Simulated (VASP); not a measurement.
# BN (P6_3/mmc) in VASP: dielectric tensor with PBE+D4

Aim: the dielectric tensor of BN with PBE+D4.

Everything below comes from runs of VASP 6.6.1. Logs are shortened: lines on timing, memory, paths and dates and some standing lists are left out, and cuts for length are marked.

## 1. The crystal as given

Symmetry: P6_3/mmc, No. 194, hexagonal system. The conventional cell has a = 2.507 Å, b = 2.507 Å, c = 6.529 Å, α = 90.00°, β = 90.00°, γ = 120.00°. B (site symmetry -6m2) is surrounded by 3 N at 1.45 Å. N (site symmetry -6m2) has 3 B at 1.45 Å as nearest neighbours.

## 2. Dielectric tensor, PBE+D4

Contents of INCAR:

```
PREC     = Accurate       # precision mode
ENCUT    = 520            # plane-wave cutoff, eV
EDIFF    = 1E-7           # SCF threshold, eV
ISMEAR   = 0              # smearing method
SIGMA    = 0.02           # smearing width, eV
LREAL    = F              # projectors in reciprocal space
LASPH    = T              # aspherical terms in the spheres
NELM     = 60             # most SCF steps
ALGO     = Normal         # electronic algorithm
ISIF     = 2              # what is computed and relaxed
LWAVE    = F              # write WAVECAR
LCHARG   = F              # write CHGCAR
GGA      = PE             # functional
IVDW     = 13             # dispersion correction
LEPSILON = T              # dielectric tensor by DFPT
KPAR     = 4
```

Contents of KPOINTS:

```
Automatic mesh
0
Gamma
  15 15 6
```

Contents of POSCAR:

```
BN                                      
1.0
    2.5074214142      0.0000000000      0.0000000000
   -1.2537107071      2.1714906379      0.0000000000
    0.0000000000      0.0000000000      6.5290786054
  B               N             
     2     2
Direct
     0.3333333300000021    0.6666666699999979    0.2500000000000000
     0.6666666699999979    0.3333333300000021    0.7500000000000000
     0.3333333300000021    0.6666666699999979    0.7500000000000000
     0.6666666699999979    0.3333333300000021    0.2500000000000000
```

Potentials or basis: VASP PAW PBE potentials, release 64 (B, N).

Started as:

```sh
$ cat potpaw_PBE.64/B/POTCAR potpaw_PBE.64/N/POTCAR > POTCAR
$ mpirun -np 4 vasp_std > vasp.out
```

OUTCAR:

```text
PREC = Accurate
   ENCUT = 520
   EDIFF = 1E-7
   ISMEAR = 0
   LREAL = F
   LASPH = T
   NELM = 60
   ISIF = 2
   GGA = PE
   IVDW = 13
   LEPSILON = T

 ion  position               nearest neighbor table
   1  0.333  0.667  0.250-   4 1.45   4 1.45   4 1.45
   2  0.667  0.333  0.750-   3 1.45   3 1.45   3 1.45
   3  0.333  0.667  0.750-   2 1.45   2 1.45   2 1.45
   4  0.667  0.333  0.250-   1 1.45   1 1.45   1 1.45

  LATTYP: Found a hexagonal cell.
 ALAT       =     2.5074214142
 C/A-ratio  =     2.6039015893

  Lattice vectors:

 A1 = (   2.5074214142,   0.0000000000,   0.0000000000)
 A2 = (  -1.2537107071,   2.1714906379,   0.0000000000)
 A3 = (   0.0000000000,   0.0000000000,   6.5290786054)

Analysis of symmetry for initial positions (statically):
=====================================================================
 Subroutine PRICEL returns:
 Original cell was already a primitive cell.

 Routine SETGRP: Setting up the symmetry group for a
 hexagonal supercell.

 Subroutine GETGRP returns: Found 24 space group operations
 (whereof 12 operations were pure point group operations)
 out of a pool of 24 trial point group operations.

The static configuration has the point symmetry D_3d.
 The point group associated with its full space group is D_6h.

Analysis of symmetry for dynamics (positions and initial velocities):
=====================================================================
 Subroutine PRICEL returns:
 Original cell was already a primitive cell.

 Routine SETGRP: Setting up the symmetry group for a
 hexagonal supercell.

 Subroutine GETGRP returns: Found 24 space group operations
 (whereof 12 operations were pure point group operations)
 out of a pool of 24 trial point group operations.

The dynamic configuration has the point symmetry D_3d.
 The point group associated with its full space group is D_6h.

 Subroutine INISYM returns: Found 24 space group operations
 (whereof 12 operations are pure point group operations),
 and found     1 'primitive' translations

----------------------------------------------------------------------------------------

                                     Primitive cell

  volume of cell :      35.5498

  direct lattice vectors                    reciprocal lattice vectors
     2.507421414  0.000000000  0.000000000     0.398816088  0.230256576  0.000000000
    -1.253710707  2.171490638  0.000000000     0.000000000  0.460513153  0.000000000
[... 524 lines left out ...]
 -----------------------------------------------------------------------------------
    total drift:                               -0.000002      0.000001      0.000000

  FREE ENERGIE OF THE ION-ELECTRON SYSTEM (eV)
  ---------------------------------------------------
  free  energy   TOTEN  =       -35.7957759789 eV

  energy  without entropy=      -35.7957759789  energy(sigma->0) =      -35.79577598

 HEAD OF MICROSCOPIC STATIC DIELECTRIC TENSOR (INDEPENDENT PARTICLE, excluding Hartree and local field effects)
 ------------------------------------------------------
           4.904742     0.000000     0.000000
           0.000000     4.904742    -0.000000
           0.000000    -0.000000     3.087669
 ------------------------------------------------------

 Free energy of the ion-electron system (eV)
  ---------------------------------------------------
  ---------------------------------------------------
  free energy    TOTEN  =        -0.40007548 eV

  energy without entropy =       -0.40007548

------------------------ aborting loop because EDIFF is reached ----------------------------------------

  DFT-D4 for vdW energy calculation

  Edisp (eV):   -0.65346
[... 7 lines left out ...]
  Edisp (eV):   -0.65346

--------------------------------------- Ionic step        3  -------------------------------------------

 Free energy of the ion-electron system (eV)
  ---------------------------------------------------
  ---------------------------------------------------
  free energy    TOTEN  =        -0.19385099 eV

  energy without entropy =       -0.19385099

------------------------ aborting loop because EDIFF is reached ----------------------------------------

  DFT-D4 for vdW energy calculation

  Edisp (eV):   -0.65346

 PIEZOELECTRIC TENSOR FIELD DIRECTION 3  (e Angst)
 -----------------------------------------------------------------------------
    -0.00038 -0.00000 -0.00000           ( -0.00000  0.00000  0.00000)
    -0.00000 -0.00038 -0.00000           ( -0.00000 -0.00000 -0.00000)
    -0.00000 -0.00000  0.00043           (  0.00000 -0.00000 -0.00001)

 PIEZOELECTRIC TENSOR FIELD DIRECTION 3  (C/m^2)
 -----------------------------------------------------------------------------
    -0.00017 -0.00000 -0.00000
    -0.00000 -0.00017 -0.00000
    -0.00000 -0.00000  0.00020

 MACROSCOPIC STATIC DIELECTRIC TENSOR (including local field effects in DFT)
 ------------------------------------------------------
           4.813698     0.000000     0.000000
           0.000000     4.813698     0.000000
           0.000000     0.000000     2.774966
 ------------------------------------------------------

 PIEZOELECTRIC TENSOR (including local field effects)  for field in x, y, z        (e  Angst)
          XX          YY          ZZ          XY          YZ          ZX
  --------------------------------------------------------------------------------
  x     0.00000     0.00000     0.00000     0.00000     0.00000     0.00000
  y     0.00000     0.00000     0.00000     0.00000     0.00000     0.00000
  z     0.00000     0.00000     0.00000     0.00000     0.00000     0.00000

 PIEZOELECTRIC TENSOR (including local field effects)  for field in x, y, z        (C/m^2)
          XX          YY          ZZ          XY          YZ          ZX
  --------------------------------------------------------------------------------
  x     0.00000     0.00000     0.00000     0.00000     0.00000     0.00000
  y     0.00000     0.00000     0.00000     0.00000     0.00000     0.00000
  z     0.00000     0.00000     0.00000     0.00000     0.00000     0.00000

 BORN EFFECTIVE CHARGES (including local field effects) (in |e|, cummulative output)
 ---------------------------------------------------------------------------------
 ion    1
    1     2.71502     0.00000     0.00000
    2     0.00000     2.71502     0.00000
    3    -0.00000     0.00000     0.78475
 ion    2
    1     2.71502     0.00000     0.00000
    2     0.00000     2.71502     0.00000
    3    -0.00000     0.00000     0.78475
 ion    3
    1    -2.71502     0.00000     0.00000
    2     0.00000    -2.71502     0.00000
    3     0.00000     0.00000    -0.78475
 ion    4
    1    -2.71502     0.00000     0.00000
    2     0.00000    -2.71502     0.00000
    3     0.00000     0.00000    -0.78475
```

OSZICAR:

```text
N       E                     dE             d eps       ncg     rms          rms(c)
DAV:   1     0.656461590951E+02    0.65646E+02   -0.84077E+03  2608   0.123E+03
DAV:   2    -0.342613045961E+02   -0.99907E+02   -0.91796E+02  3884   0.267E+02
DAV:   3    -0.386051134295E+02   -0.43438E+01   -0.43170E+01  3332   0.579E+01
DAV:   4    -0.386496179770E+02   -0.44505E-01   -0.44484E-01  3192   0.639E+00
[... 11 lines left out ...]
RMM:   6    -0.193572074317E+00   -0.23828E-03   -0.12019E-05  4400   0.214E-02    0.554E-03
RMM:   7    -0.193834030069E+00   -0.26196E-03   -0.21765E-06  4389   0.126E-02    0.924E-04
RMM:   8    -0.193856899854E+00   -0.22870E-04   -0.12723E-07  4385   0.246E-03    0.313E-04
RMM:   9    -0.193851953730E+00    0.49461E-05   -0.19428E-08  4025   0.927E-04    0.344E-05
RMM:  10    -0.193850578360E+00    0.13754E-05   -0.39463E-09  2512   0.200E-04    0.105E-05
RMM:  11    -0.193850992868E+00   -0.41451E-06   -0.24660E-09  1982   0.186E-04    0.320E-06
```

Run time: 84 s. Hardware: 4 MPI ranks of Intel Xeon Platinum 8488C (Sapphire Rapids), shared host; peak memory 0.38 GiB.

What came out:

```yaml
Band_gap_on_the_k_mesh: 4.25 eV, indirect (least direct gap 4.63 eV)
Electronic_dielectric_tensor_diagonal: 4.81, 4.81, 2.77
Born_charges_mean_of_the_diagonal: B +2.07; N -2.07 e
Dispersion_energy_per_atom: -0.163 eV
```

Electronic dielectric tensor:
```
4.81 0.00 0.00
0.00 4.81 0.00
0.00 0.00 2.77
```

Born effective charge tensors (e):
atom 1, B
```
2.72 0.00 0.00
0.00 2.72 0.00
0.00 0.00 0.78
```
atom 2, B
```
2.72 0.00 0.00
0.00 2.72 0.00
0.00 0.00 0.78
```
atom 3, N
```
-2.72  0.00  0.00
 0.00 -2.72  0.00
 0.00  0.00 -0.78
```
atom 4, N
```
-2.72  0.00  0.00
 0.00 -2.72  0.00
 0.00  0.00 -0.78
```

Caveat: an odd mesh through Γ misses points on the zone boundary, where band edges often lie.
